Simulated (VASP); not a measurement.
Wanted: the native input for a VASP 6.6.1 run.

```
Task                   : relaxation of cell and atoms
Functional             : LDA
Potentials or basis    : VASP PAW LDA potentials, release 64 (K_sv, F)
Cutoff                 : 600 eV
k mesh                 : 8 × 8 × 8
Occupations            : gaussian, width 0.01 eV
Spin                   : no spin polarisation
Dipole correction      : no
Further INCAR settings : ALGO = Normal; EDIFF = 1e-06; IBRION = 2; EDIFFG = -0.001; NSW = 80; ISIF = 3
```

The structure of KF lies in POSCAR:

```
KF
1.0
    0.0000000000      2.5812828431      2.5812828431
    2.5812828431      0.0000000000      2.5812828431
    2.5812828431      2.5812828431      0.0000000000
K F
1 1
Direct
    0.0000000000      0.0000000000      0.0000000000
    0.5000000000      0.5000000000      0.5000000000
```

The cell isn't the ideal one: cell and atoms relaxed tightly for response.

These files were run (other wordings do the same):

INCAR

```
SYSTEM = KF
ALGO = Normal
EDIFF = 1E-6
EDIFFG = -0.001
ENCUT = 600
IBRION = 2
ISIF = 3
ISMEAR = 0
LASPH = .True.
LCHARG = .False.
LREAL = .False.
LWAVE = .False.
NELM = 100
NSW = 80
PREC = Accurate
SIGMA = 0.01
```

KPOINTS

```
k-points
0
Gamma
  8 8 8
  0 0 0
```

Potentials or basis: VASP PAW LDA potentials, release 64 (K_sv, F).

The run is started by

```sh
$ cat potpaw_LDA.64/K_sv/POTCAR potpaw_LDA.64/F/POTCAR > POTCAR
$ mpirun -np 1 vasp_std > vasp.out
```

It gave:

The relaxed volume is 17.27 Å³/atom. The relaxed cell is a = 3.655 Å, b = 3.655 Å, c = 3.655 Å, α = 60.00°, β = 60.00°, γ = 60.00°, the space group after relaxing (to 0.05 Å) is Fm-3m (No. 225) and the energy gained by relaxing is 0.0 meV/atom. The ionic steps are 3. The pressure after relaxing is 0.0 GPa and the band gap on the k mesh is 6.33 eV, direct.

Wall time 29 s on 1 thread of AMD EPYC 7R13 Processor (Zen 3), on a shared host, peak memory 0.13 GiB.
